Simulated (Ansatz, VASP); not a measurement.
One calculation of GaP, two programs

INCAR

```
PREC = Accurate
ENCUT = 520
EDIFF = 1E-6
ISMEAR = 0
SIGMA = 0.05
LREAL = False
LASPH = True
NELM = 80
ALGO = Normal
ISIF = 2
LWAVE = False
LCHARG = True
GGA = PS
LELF = True
LVHAR = True
NBANDS = 16
```

The input KPOINTS:

```
Automatic mesh
0
Gamma
  8 8 8
```

POSCAR

```
GaP
1.0
    0.0000000000      2.7192251048      2.7192251048
    2.7192251048      0.0000000000      2.7192251048
    2.7192251048      2.7192251048      0.0000000000
Ga P
1 1
Direct
    0.0000000000      0.0000000000      0.0000000000
    0.7500000000      0.7500000000      0.7500000000
```

Input for Ansatz:

```yaml
crystal:
  lattice:
    - [0.0, 2.7192251048, 2.7192251048]
    - [2.7192251048, 0.0, 2.7192251048]
    - [2.7192251048, 2.7192251048, 0.0]
  atoms:
    - { symbol: Ga, position: [0.0, 0.0, 0.0] }
    - { symbol: P, position: [0.75, 0.75, 0.75] }
basis:
  ecutwfc: 420
kpoints:
  mp_grid: { grid: [8, 8, 8] }
hamiltonian:
  xc: pbesol
scf:
  occupations: { method: gaussian, width: 0.05 }
output:
  forces: true
  stress: true
  eigenvalues: true
  write_density: true
  write_potential: true
  elf: true
  volumetric_format: npy
```

Alike in both runs: task single point; functional PBEsol; k mesh 8 × 8 × 8; occupations gaussian, width 0.05 eV; no spin polarisation.

|  | VASP | Ansatz |
| --- | --- | --- |
| version | VASP 6.6.1 | Ansatz 0.2.0 |
| potentials or method | VASP PAW PBE potentials, release 64 (Ga_d, P) | scalar-relativistic, plane waves, PAW |
| plane-wave cutoff (eV) | 520 | 420 |
| valence electrons in the cell | 18 | 18 |

|  | VASP | Ansatz | Ansatz less VASP |
| --- | --- | --- | --- |
| gap on the k mesh at the Fermi level (eV) | 1.50 | 1.50 | -0.003 |
| least direct gap on the mesh (eV) | 1.80 | 1.80 | -0.007 |
| pressure (GPa) | -0.1 | 0.0 | +0.09 |

Caveats: the PAW data sets were made with another functional, which shifts forces and pressure a little (VASP). A k mesh can miss the band edges.
